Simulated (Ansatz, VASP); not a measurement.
This is a calculation of BAs for Ansatz 0.2.0. 

The input input.yaml:

```yaml
crystal:
  lattice:
    - [0.0, 2.3885, 2.3885]
    - [2.3885, 0.0, 2.3885]
    - [2.3885, 2.3885, 0.0]
  atoms:
    - { symbol: As, position: [0.75, 0.75, 0.75] }
    - { symbol: B, position: [0.0, 0.0, 0.0] }
hamiltonian:
  xc: rpbe
  pseudopotentials: { kind: paw }
kpoints:
  mp_grid: { grid: [10, 10, 10] }
scf:
  occupations: { method: fermi_dirac, width: 0.05 }
output:
  forces: true
  stress: true
  write_density: true
  write_potential: true
  elf: true
  volumetric_format: npy
relax:
  f_tol: 0.01
  max_steps: 40
  cell: { stress_tol: 0.05 }
```

Potentials or basis: Ansatz PAW.

Run with:

```sh
$ ansatz run input.yaml --threads 2 --pin off --max-ram 5632MiB --backend cpu --events-out ev --progress --plain --runs-dir out
```

Question: What does the same run look like in VASP 6.6.1? Potentials or basis there: PBE PAW files As, B, 600 eV.

Answer: As run (cutoffs and basis follow the program's own potentials, and thresholds, step limits or extra output files can differ):

The input INCAR:

```
SYSTEM = BAs
  ALGO = Fast
  EDIFF = 1E-7
  EDIFFG = -0.01
  ENCUT = 600
  GGA = RP
  IBRION = 2
  ISIF = 3
  ISMEAR = -1
  LASPH = .True.
  LCHARG = .False.
  LREAL = .False.
  LWAVE = .False.
  NELM = 80
  NSW = 60
  PREC = Accurate
  SIGMA = 0.05
```

The input KPOINTS:

```
k-points
0
Gamma
  10 10 10
  0 0 0
```

File POSCAR:

```
BAs
1.0
    0.0000000000      2.3885000000      2.3885000000
    2.3885000000      0.0000000000      2.3885000000
    2.3885000000      2.3885000000      0.0000000000
As B
1 1
Direct
    0.7500000000      0.7500000000      0.7500000000
    0.0000000000      0.0000000000      0.0000000000
```

Potentials or basis: VASP PAW PBE potentials, release 64 (As, B).

Command:

```bash
$ cat potpaw_PBE.64/As/POTCAR potpaw_PBE.64/B/POTCAR > POTCAR
$ mpirun -np 1 vasp_std > vasp.out
```

Both were run:

|  | Ansatz | VASP |
| --- | --- | --- |
| Relaxed volume | 14.18 Å³/atom | 14.23 Å³/atom |
| Relaxed cell | a = 3.423 Å, b = 3.423 Å, c = 3.423 Å, α = 60.00°, β = 60.00°, γ = 60.00° | a = 3.427 Å, b = 3.427 Å, c = 3.427 Å, α = 60.00°, β = 60.00°, γ = 60.00° |
| Space group after relaxing | F-43m (No. 216) | F-43m (No. 216) |
| Pressure after relaxing | 0.0 GPa | 0.0 GPa |

Ansatz's pressure holds a Pulay term of +0.09 GPa for its cutoff of 420 eV, which the other run lacks.

The potentials hold 18 and 8 valence electrons a cell.

Ansatz's potentials were made for PBE. VASP's potentials were made for PBE.

Where Ansatz's input types no cutoff or centring, it takes its own default and a Γ-centred mesh.

Pressure is positive in compression.
